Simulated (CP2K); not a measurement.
## NaF: one setting at a time in CP2K

Simulated with CP2K 2026.2. This is a test of settings. The cell was built from a prototype and was relaxed with r2SCAN in plane waves (Ansatz 0.2.0). Not every such cell is a known phase. All runs are without spin polarisation.

It is hexagonal, P6_3/mmc (No. 194); a = 3.178 Å, c = 5.568 Å in the conventional setting, 12.17 Å³ an atom. Na has 6 F at 2.30 Å; F has 6 Na at 2.30 Å.

The base run uses PBE in the SZV-MOLOPT-SR basis.

```
&GLOBAL
 PROJECT run
 RUN_TYPE ENERGY_FORCE
 PRINT_LEVEL LOW
&END GLOBAL
&FORCE_EVAL
 METHOD QS
 STRESS_TENSOR ANALYTICAL
 &DFT
  BASIS_SET_FILE_NAME BASIS_MOLOPT
  POTENTIAL_FILE_NAME GTH_POTENTIALS
  &QS
   EXTRAPOLATION USE_GUESS
  &END QS
  &MGRID
   CUTOFF 700
   REL_CUTOFF 50
  &END MGRID
  &XC
   &XC_FUNCTIONAL PBE
   &END XC_FUNCTIONAL
  &END XC
  &KPOINTS
   SCHEME MONKHORST-PACK 5 5 5
   SYMMETRY F
   FULL_GRID F
  &END KPOINTS
  &SCF
   ADDED_MOS 10
   EPS_SCF 1e-6
   MAX_SCF 80
   &DIAGONALIZATION
   &END DIAGONALIZATION
   &MIXING
    METHOD BROYDEN_MIXING
    ALPHA 0.3
   &END MIXING
   &SMEAR
    METHOD FERMI_DIRAC
    ELECTRONIC_TEMPERATURE [K] 232
   &END SMEAR
   &PRINT
    &ITERATION_INFO
    &END ITERATION_INFO
   &END PRINT
  &END SCF
  &PRINT
   &BAND_STRUCTURE
    FILE_NAME bands.bs
    ADDED_MOS 6
    &KPOINT_SET
     UNITS B_VECTOR
     SPECIAL_POINT 0.00000000 0.00000000 0.00000000
     NPOINTS 0
    &END KPOINT_SET
    &KPOINT_SET
     UNITS B_VECTOR
     SPECIAL_POINT 0.50000000 0.00000000 0.00000000
     NPOINTS 0
    &END KPOINT_SET
    &KPOINT_SET
     UNITS B_VECTOR
     SPECIAL_POINT 0.33333333 0.33333333 0.00000000
     NPOINTS 0
    &END KPOINT_SET
    &KPOINT_SET
     UNITS B_VECTOR
     SPECIAL_POINT 0.00000000 0.00000000 0.50000000
     NPOINTS 0
    &END KPOINT_SET
    &KPOINT_SET
     UNITS B_VECTOR
     SPECIAL_POINT 0.50000000 0.00000000 0.50000000
     NPOINTS 0
    &END KPOINT_SET
    &KPOINT_SET
     UNITS B_VECTOR
     SPECIAL_POINT 0.33333333 0.33333333 0.50000000
     NPOINTS 0
    &END KPOINT_SET
   &END BAND_STRUCTURE
  &END PRINT
 &END DFT
 &SUBSYS
  &CELL
   A 3.17755432 0.00000000 0.00000000
   B -1.58877716 2.75184276 0.00000000
   C -0.00000000 0.00000000 5.56763103
  &END CELL
  &COORD
   SCALED
   Na 0.00000000 0.00000000 0.00000000
   Na 0.00000000 0.00000000 0.50000000
   F 0.33333333 0.66666667 0.25000000
   F 0.66666667 0.33333333 0.75000000
  &END COORD
  &KIND Na
   BASIS_SET SZV-MOLOPT-SR-GTH
   POTENTIAL GTH-PBE
  &END KIND
  &KIND F
   BASIS_SET SZV-MOLOPT-SR-GTH
   POTENTIAL GTH-PBE
  &END KIND
 &END SUBSYS
 &PRINT
  &STRESS_TENSOR
  &END STRESS_TENSOR
  &FORCES
  &END FORCES
 &END PRINT
&END FORCE_EVAL
```

Command: `cp2k.psmp -i run.inp`. It took 12 s on 2 threads of Arm Neoverse N1 (shared host), peak memory 0.29 GiB.

It converged with a gap of 4.31 eV and a pressure of 4.42 GPa (positive in compression). Pressures on CP2K's grid carry noise of some tenths of a GPa.

Each further run moved one setting: EPS_SCF (SCF threshold); KPOINTS (Monkhorst-Pack mesh); CUTOFF (density grid cutoff in Ry); CHARGE (charge of the cell). Changes are from the base run, which isn't itself converged in every setting; energies of another Hamiltonian, functional, basis or charge aren't compared, and those at a high electronic temperature are mostly its entropy term. CP2K's gap is over the listed points.

```json
{"setting": "EPS_SCF = 1e-9", "how it ended": "converged", "gap change (eV)": "0.00", "energy change (meV/atom)": "0.0", "pressure change (GPa)": "0.00", "time (s)": "18"}
{"setting": "EPS_SCF = 1e-4", "how it ended": "converged", "gap change (eV)": "0.00", "energy change (meV/atom)": "0.0", "pressure change (GPa)": "0.00", "time (s)": "10"}
{"setting": "KPOINTS = 4x4x4", "how it ended": "converged", "gap change (eV)": "0.00", "energy change (meV/atom)": "-0.1", "pressure change (GPa)": "0.01", "time (s)": "11"}
{"setting": "CUTOFF = 200", "how it ended": "converged", "gap change (eV)": "-0.08", "energy change (meV/atom)": "2095.4", "pressure change (GPa)": "-114.69", "time (s)": "7"}
{"setting": "KPOINTS = 7x7x7", "how it ended": "converged", "gap change (eV)": "0.00", "energy change (meV/atom)": "-0.6", "pressure change (GPa)": "0.00", "time (s)": "17"}
{"setting": "CHARGE = 1 (poor on purpose)", "how it ended": "converged", "gap change (eV)": "–", "energy change (meV/atom)": "–", "pressure change (GPa)": "–", "time (s)": "17"}
```

EPS_SCF = 1e-9 changes nothing that matters here. EPS_SCF = 1e-4 changes nothing that matters here. KPOINTS = 4x4x4 changes nothing that matters here. KPOINTS = 7x7x7 changes nothing that matters here.
